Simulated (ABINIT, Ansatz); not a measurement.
WC: the pressure in 2 programs

The cell as given:

```xyz
2
Lattice="2.9065 0.0000 0.0000 -1.4532 2.5171 0.0000 0.0000 0.0000 2.8366" Properties=species:S:1:pos:R:3 pbc="T T T"
W     0.0000    0.0000    0.0000
C     1.4533    0.8390    1.4183
```

Kept alike: task relaxation of cell and atoms; functional PBE; k mesh 10 × 10 × 9; occupations fermi-dirac, width 0.05 eV; no spin polarisation. The mesh is that of the run's cell of 2 atoms. No spin-orbit coupling.

- A: ABINIT, JTH PAW PBE v2.0, cutoff 517 eV
- B: Ansatz, Ansatz PAW, cutoff 420 eV

```csv
pressure (GPa),A: volume (Å³/atom),B: volume (Å³/atom)
0,10.548,10.525
5,10.415,10.393
10,10.291,10.269
20,10.064,?
30,9.859,9.837
```

Values hold for each row's relaxed cell, which stops near the pressure aimed at. Ansatz's stress holds its Pulay term. The runs follow the start's structure, whether or not it is the stable one at these pressures. For a metal such a mesh leaves the last digits unconverged.

Estimate the value left open.

In the median of the other rows B lies -0.022 Å³/atom from the other column, which points to 10.042; the run gave 10.041 Å³/atom, -0.001 from it.
